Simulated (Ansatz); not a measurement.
# SiC: the cost of one run

Computed with Ansatz 0.2.0 (DFT r2SCAN, scalar-relativistic, plane waves, PAW, unless a step's input says otherwise).

2 further runs of the same task are left out: 2 set aside as unsound or not needed.

### 1 The system as given

Symmetry: P6_3mc, No. 186, hexagonal system. The conventional cell has a = 3.075 Å, b = 3.075 Å, c = 5.048 Å, α = 90.00°, β = 90.00°, γ = 120.00°. Around Si (site symmetry 3m) lie 4 C at 1.88 to 1.90 Å. C (site symmetry 3m) has 4 Si at 1.88 to 1.90 Å as nearest neighbours.

Structure file:

```cif
data_structure
_symmetry_space_group_name_H-M 'P6_3mc'
_symmetry_Int_Tables_number 186
_cell_length_a 3.0752
_cell_length_b 3.0752
_cell_length_c 5.0482
_cell_angle_alpha 90.000
_cell_angle_beta 90.000
_cell_angle_gamma 120.000
_cell_volume 41.34
loop_
_atom_site_label
_atom_site_type_symbol
_atom_site_symmetry_multiplicity
_atom_site_Wyckoff_symbol
_atom_site_fract_x
_atom_site_fract_y
_atom_site_fract_z
_atom_site_occupancy
Si1 Si 2 b 0.33333 0.66667 0.00460 1
C1 C 2 b 0.33333 0.66667 0.38040 1
```

It is the result of an earlier relaxation at this level (volume 10.34 Å³/atom; gap on the mesh: 2.65 eV).

### 2 Static run: bands, density of states and charges

File input.yaml:

```yaml
crystal:
  lattice:
    - [3.0751950046, 0.0, 0.0]
    - [-1.5375975023, 2.6631969956, 0.0]
    - [0.0, 0.0, 5.048166861]
  atoms:
    - { symbol: Si, position: [0.3333333333, 0.6666666667, 0.0046028827] }
    - { symbol: Si, position: [0.6666666667, 0.3333333333, 0.5046028827] }
    - { symbol: C, position: [0.3333333333, 0.6666666667, 0.3803971173] }
    - { symbol: C, position: [0.6666666667, 0.3333333333, 0.8803971173] }
basis:
  ecutwfc: 500
kpoints:
  mp_grid: { grid: [12, 12, 6] }
  band_path:
    path:
      - [[0.0, 0.0, 0.0], [0.5, 0.0, 0.0], [0.33333333, 0.33333333, 0.0], [0.0, 0.0, 0.0], [0.0, 0.0, 0.5], [0.5, 0.0, 0.5], [0.33333333, 0.33333333, 0.5], [0.0, 0.0, 0.5]]
      - [[0.5, 0.0, 0.5], [0.5, 0.0, 0.0]]
      - [[0.33333333, 0.33333333, 0.5], [0.33333333, 0.33333333, 0.0]]
    npoints: 14
hamiltonian:
  xc: r2scan
scf:
  occupations: { method: gaussian, width: 0.02 }
  n_extra_bands: 10
output:
  forces: true
  stress: true
  eigenvalues: true
  populations: true
  dos: { projected: true, de: 0.02, nscf_kmesh: { grid: [18, 18, 9] } }
  bader: true
  write_density: true
  write_potential: true
  elf: true
  volumetric_format: npy
```

Run with:

```bash
$ ansatz run input.yaml --threads 1 --pin off --max-ram 2560MiB --backend cpu --events-out ev --progress --plain --runs-dir out
```

Q: Estimate wall time and peak memory on 1 thread of Intel Xeon at 2.50GHz (Skylake/Cascade Lake), shared host.

About 3.2 min, with a peak of 0.46 GiB.
